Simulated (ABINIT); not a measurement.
# Ge (Cmmm) in ABINIT: single point with PBEsol

Aim: the single point of Ge with PBEsol.

Everything below comes from runs of ABINIT 10.8.3 (patched build). Logs are shortened: lines on timing, memory, paths and dates and some standing lists are left out, and cuts for length are marked. The log counts tension as positive stress, the text compression.

## (1) Starting point

Symmetry: Cmmm, No. 65, orthorhombic system. Conventional cell: a = 2.794 Å, b = 5.201 Å, c = 2.698 Å, α = 90.00°, β = 90.00°, γ = 90.00°. Around Ge (site symmetry mmm) lie 8 Ge at 2.70 to 2.95 Å.

This isn't the form of Ge at room conditions, which is diamond.

## (2) Single point, PBEsol

run.abi reads:

```
# Pseudopotentials
pp_dirpath "./"
pseudos "Ge.upf"

# Structure
acell 2.952068562 2.952068562 2.698231 Angstrom
rprim
     0.4732779645    -0.8809131446     0.0000000000
     0.4732779645     0.8809131446     0.0000000000
     0.0000000000     0.0000000000     1.0000000000
ntypat 1
znucl 32
natom 1
typat 1
xred
     0.5000000000     0.5000000000     0.0000000000
chkprim 0
chksymtnons 0
tolsym 1.0e-6

# Plane-wave basis
ecut 35.0

# k points
kptopt 1
ngkpt 8 8 8
nshiftk 1
shiftk 0.0 0.0 0.0

# Exchange and correlation
ixc -116133

# Bands and occupations
nband 11
occopt 3
tsmear 0.05 eV

# SCF cycle
nstep 100
tolvrs 1.0e-10

# Output
iomode 3
prtwf 0
prtden 0
prteig 0
prtebands 0
enunit 1
```

Potentials or basis: PseudoDojo NC SR PBEsol v0.4.1 standard.

On the command line:

```console
> mpirun --bind-to none -np 4 abinit run.abi > log 2>&1
```

run.abo:

```text
.Version 10.8.3 of ABINIT
 Symmetries : space group Cm m m (# 65); Bravais oC (1-face-center ortho.)
================================================================================
 Values of the parameters that define the memory need of the present run
     intxc =       0    ionmov =       0      iscf =       7    lmnmax =       6
     lnmax =       6     mgfft =      30  mpssoang =       3    mqgrid =    3001
     natom =       1  nloc_mem =       1    nspden =       1   nspinor =       1
    nsppol =       1      nsym =       8    n1xccc =    2501    ntypat =       1
    occopt =       3   xclevel =       2
       mpw =        1324          nfft =       27000          nkpt =         105
================================================================================
================================================================================

--------------------------------------------------------------------------------
------------- Echo of variables that govern the present computation ------------
--------------------------------------------------------------------------------
 -outvars: echo values of preprocessed input variables --------
            acell      5.5786010871E+00  5.5786010871E+00  5.0989176144E+00 Bohr
              amu      7.26100000E+01
          chkprim           0
      chksymtnons           0
             ecut      3.50000000E+01 Hartree
           enunit           1
                       outvar_i_n : Printing only first  50 k-points.
              ixc     -116133
                       outvar_i_n : Printing only first  50 k-points.
         kptrlatt        8    0    0      0    8    0      0    0    8
          kptrlen      4.07913409E+01
            natom           1
            nband          11
            ngfft          30      30      30
             nkpt         105
            nstep         100
             nsym           8
           ntypat           1
                       prtocc : prtvol=0, do not print more k-points.
           occopt           3
           prtden           0
        prtebands           0
           prteig           0
            prtwf           0
            rprim      4.7327796450E-01 -8.8091314460E-01  0.0000000000E+00
                       4.7327796450E-01  8.8091314460E-01  0.0000000000E+00
                       0.0000000000E+00  0.0000000000E+00  1.0000000000E+00
          spgroup          65
           tolsym      1.00000000E-06
           tolvrs      1.00000000E-10
           tsmear      1.83746611E-03 Hartree
            typat      1
                       outvars : Printing only first  50 k-points.
           xangst      1.3971490001E+00  0.0000000000E+00  0.0000000000E+00
            xcart      2.6402289673E+00  0.0000000000E+00  0.0000000000E+00
             xred      5.0000000000E-01  5.0000000000E-01  0.0000000000E+00
            znucl       32.00000

================================================================================

 chkinp: Checking input parameters for consistency.

================================================================================
== DATASET  1 ==================================================================

--- !DatasetInfo
[... 67 lines left out ...]
- [  0.00000000E+00,   0.00000000E+00,   2.88147427E-04, ]
pressure_GPa:  -6.5609E+00
xred      :
- [  5.0000E-01,   5.0000E-01,   0.0000E+00, Ge]
cartesian_forces: # hartree/bohr
- [ -0.00000000E+00,  -0.00000000E+00,  -0.00000000E+00, ]
force_length_stats: {min:   0.00000000E+00, max:   0.00000000E+00, mean:   0.00000000E+00, }
...

 Integrated electronic density in atomic spheres:
 ------------------------------------------------
 Atom  Sphere_radius  Integrated_density
    1        2.00000         11.46647519
================================================================================

 ----iterations are completed or convergence reached----

 Mean square residual over all n,k,spin=   25.527E-08; max=  14.504E-05
 reduced coordinates (array xred) for    1 atoms
       0.500000000000      0.500000000000      0.000000000000
 rms dE/dt=  0.0000E+00; max dE/dt=  0.0000E+00; dE/dt below (all hartree)
    1       0.000000000000      0.000000000000      0.000000000000

 cartesian coordinates (angstrom) at end:
    1      1.39714900008780     0.00000000000000     0.00000000000000

 cartesian forces (hartree/bohr) at end:
    1     -0.00000000000000    -0.00000000000000    -0.00000000000000
 frms,max,avg= 0.0000000E+00 0.0000000E+00   0.000E+00  0.000E+00  0.000E+00 h/b

 cartesian forces (eV/Angstrom) at end:
    1     -0.00000000000000    -0.00000000000000    -0.00000000000000
 frms,max,avg= 0.0000000E+00 0.0000000E+00   0.000E+00  0.000E+00  0.000E+00 e/A
 length scales=  5.578601087082  5.578601087082  5.098917614434 bohr
              =  2.952068562000  2.952068562000  2.698231000000 angstroms
 Fermi (or HOMO) energy (eV) =   5.03385   Average Vxc (eV)= -11.32842
 Eigenvalues (   eV  ) for nkpt= 105  k points:
 kpt#   1, nband= 11, wtk=  0.00195, kpt=  0.0000  0.0000  0.0000 (reduced coord)
 -19.76656  -19.68311  -19.63267  -19.55304  -19.52905   -7.87638   11.64735   12.11992
  13.63344   15.10621   17.41688
 prteigrs : prtvol=0 or 1, do not print more k-points.

--- !EnergyTerms
iteration_state     : {dtset: 1, }
comment             : Components of total free energy in Hartree
kinetic             :  6.70020681525378E+01
hartree             :  2.31126274744844E+01
xc                  : -2.15778006070269E+01
Ewald energy        : -5.49864446646143E+01
psp_core            :  3.26604153115677E+00
local_psp           : -5.87840862506864E+01
non_local_psp       : -4.72257694311890E+01
internal            : -8.91933637953376E+01
'-kT*entropy'       : -7.40311731486863E-05
total_energy        : -8.91934378265107E+01
total_energy_eV     : -2.42707708730408E+03
band_energy         : -7.24814293594773E+00
...

 Cartesian components of stress tensor (hartree/bohr^3)
  sigma(1 1)=  1.40640689E-04  sigma(3 2)=  0.00000000E+00
  sigma(2 2)=  2.40213979E-04  sigma(3 1)=  0.00000000E+00
  sigma(3 3)=  2.88147427E-04  sigma(2 1)=  0.00000000E+00

-Cartesian components of stress tensor (GPa)         [Pressure= -6.5609E+00 GPa]
- sigma(1 1)=  4.13779194E+00  sigma(3 2)=  0.00000000E+00
- sigma(2 2)=  7.06733925E+00  sigma(3 1)=  0.00000000E+00
- sigma(3 3)=  8.47759000E+00  sigma(2 1)=  0.00000000E+00

== END DATASET(S) ==============================================================
================================================================================

 -outvars: echo values of variables after computation  --------
            acell      5.5786010871E+00  5.5786010871E+00  5.0989176144E+00 Bohr
           etotal     -8.9193437827E+01
            fcart     -0.0000000000E+00 -0.0000000000E+00 -0.0000000000E+00
            rprim      4.7327796450E-01 -8.8091314460E-01  0.0000000000E+00
                       4.7327796450E-01  8.8091314460E-01  0.0000000000E+00
                       0.0000000000E+00  0.0000000000E+00  1.0000000000E+00
           strten      1.4064068934E-04  2.4021397857E-04  2.8814742733E-04
                       0.0000000000E+00  0.0000000000E+00  0.0000000000E+00
           xangst      1.3971490001E+00  0.0000000000E+00  0.0000000000E+00
             xred      5.0000000000E-01  5.0000000000E-01  0.0000000000E+00
 Calculation completed.
```

Wall time 8.1 s (4 MPI ranks of Arm Neoverse V2, shared host); peak memory 0.24 GiB.

What came out:

```yaml
Free_energy: -2427.0771 eV
Pressure: -6.6 GPa
Band_gap_on_the_k_mesh: none (metal or under the smearing width)
Valence_electrons_inside_the_program's_atomic_spheres: Ge 11.47 (radii [1.0584] Å)
```

Stress tensor (GPa, compression positive):
```
-4.14  0.00  0.00
 0.00 -7.07  0.00
 0.00  0.00 -8.48
```
